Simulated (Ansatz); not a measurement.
# Na2S (Fm-3m): how far a G0W0 gap depends on its settings

How well converged is a G0W0 gap of Na2S, database structure?

Code: Ansatz 0.2.0. G0W0, plane waves. Calculated at 0 K for a non-magnetic cell.

**1. Starting point**

The cell was relaxed beforehand with r2SCAN.

Space group Fm-3m (No. 225), cubic; a = 6.511 Å in the conventional setting, 23.00 Å³ an atom. Around Na lie 4 S at 2.82 Å; around S lie 8 Na at 2.82 Å.

As a file:

Space group Fm-3m (No. 225). a = 6.511 Å, b = 6.511 Å, c = 6.511 Å, α = 90.00°, β = 90.00°, γ = 90.00°
```csv
atom,site,symmetry,x,y,z
Na,8c,-43m,0.2500,0.7500,0.7500
S,4a,m-3m,0.0000,0.0000,0.0000
```

**2. 205 empty bands, 120 eV**

Input file input.yaml:

```yaml
crystal:
  lattice:
    - [0.0, 3.2554374458, 3.2554374458]
    - [3.2554374458, 0.0, 3.2554374458]
    - [3.2554374458, 3.2554374458, 0.0]
  atoms:
    - { symbol: Na, position: [0.25, 0.25, 0.25] }
    - { symbol: Na, position: [0.75, 0.75, 0.75] }
    - { symbol: S, position: [0.0, 0.0, 0.0] }
kpoints:
  mp_grid: { grid: [6, 6, 6] }
hamiltonian:
  xc: pbe
scf:
  occupations: { method: fixed }
gw:
  n_empty_bands: 205
  ecut_chi: 120
  qp_bands: [v2, c2]
  qp_kpoints: band_edges
  screening: { model: contour_deformation }
```

**3. 511 empty bands, 220 eV**

input.yaml: that of step 2 with these lines changed.

```diff
@@ -16,4 +16,4 @@
 gw:
-  n_empty_bands: 205
-  ecut_chi: 120
+  n_empty_bands: 511
+  ecut_chi: 220
   qp_bands: [v2, c2]
```

**4. 939 empty bands, 300 eV**

input.yaml: that of step 3 with these lines changed.

```diff
@@ -16,4 +16,4 @@
 gw:
-  n_empty_bands: 511
-  ecut_chi: 220
+  n_empty_bands: 939
+  ecut_chi: 300
   qp_bands: [v2, c2]
```

**5. Starting from HSE06**

input.yaml: that of step 4 with these lines changed.

```diff
@@ -12,3 +12,3 @@
 hamiltonian:
-  xc: pbe
+  xc: hse06
 scf:
@@ -16,4 +16,4 @@
 gw:
-  n_empty_bands: 939
-  ecut_chi: 300
+  n_empty_bands: 511
+  ecut_chi: 220
   qp_bands: [v2, c2]
```

**6. Starting from r2SCAN**

input.yaml: that of step 5 with these lines changed.

```diff
@@ -12,3 +12,3 @@
 hamiltonian:
-  xc: hse06
+  xc: r2scan
 scf:
```

**7. Starting from PBE0**

input.yaml: that of step 6 with these lines changed.

```diff
@@ -12,3 +12,3 @@
 hamiltonian:
-  xc: r2scan
+  xc: pbe0
 scf:
```

**8. A plasmon pole in place of the full frequency dependence**

input.yaml: that of step 7 with these lines changed.

```diff
@@ -12,3 +12,3 @@
 hamiltonian:
-  xc: pbe0
+  xc: pbe
 scf:
@@ -20,2 +20,2 @@
   qp_kpoints: band_edges
-  screening: { model: contour_deformation }
+  screening: { model: godby_needs }
```

**9. A finer mesh, 8×8×8**

input.yaml: that of step 8 with these lines changed.

```diff
@@ -10,3 +10,3 @@
 kpoints:
-  mp_grid: { grid: [6, 6, 6] }
+  mp_grid: { grid: [8, 8, 8] }
 hamiltonian:
@@ -16,6 +16,6 @@
 gw:
-  n_empty_bands: 511
-  ecut_chi: 220
+  n_empty_bands: 112
+  ecut_chi: 80
   qp_bands: [v2, c2]
   qp_kpoints: band_edges
-  screening: { model: godby_needs }
+  screening: { model: contour_deformation }
```

**10. Norm-conserving pseudopotentials**

input.yaml: that of step 9 with these lines changed.

```diff
@@ -10,5 +10,6 @@
 kpoints:
-  mp_grid: { grid: [8, 8, 8] }
+  mp_grid: { grid: [6, 6, 6] }
 hamiltonian:
   xc: pbe
+  pseudopotentials: { kind: nc }
 scf:
@@ -16,4 +17,4 @@
 gw:
-  n_empty_bands: 112
-  ecut_chi: 80
+  n_empty_bands: 511
+  ecut_chi: 220
   qp_bands: [v2, c2]
```

**Question.** What will these runs give? Wanted: for each run, start; potentials; frequencies; empty bands; cutoff; Kohn-Sham gap; G0W0 gap.

As calculated:

| start | potentials | frequencies | empty bands | cutoff (eV) | mesh | Kohn-Sham gap (eV) | G0W0 gap (eV) |
| --- | --- | --- | --- | --- | --- | --- | --- |
| PBE | PAW | full | 205 | 120 | 6×6×6 | 2.53 | 4.12 |
| PBE | PAW | full | 511 | 220 | 6×6×6 | 2.53 | 4.22 |
| PBE | PAW | full | 939 | 300 | 6×6×6 | 2.53 | 4.25 |
| HSE06 | PAW | full | 511 | 220 | 6×6×6 | 3.53 | 4.83 |
| r2SCAN | PAW | full | 511 | 220 | 6×6×6 | 3.09 | 4.59 |
| PBE0 | PAW | full | 511 | 220 | 6×6×6 | 4.20 | 5.08 |
| PBE | PAW | pole | 511 | 220 | 6×6×6 | 2.53 | 4.23 |
| PBE | PAW | full | 112 | 80 | 8×8×8 | 2.53 | 4.01 |
| PBE | NC | full | 511 | 220 | 6×6×6 | 2.53 | 4.20 |

Gaps are those on each run's own mesh.

What this shows: With bands and cutoff raised together, from 205 bands at 120 eV to 939 at 300 eV, the gap moves by +0.13 eV, and on the last rung by +0.03 eV; extrapolated in 1/N from the last two rungs, the limit on this k mesh would lie near 4.3 eV. The starting point matters: against PBE, HSE06 gives +0.62 eV, r2SCAN gives +0.38 eV, PBE0 gives +0.86 eV. The plasmon pole changes the gap by +0.008 eV. Norm-conserving potentials change it by -0.023 eV.
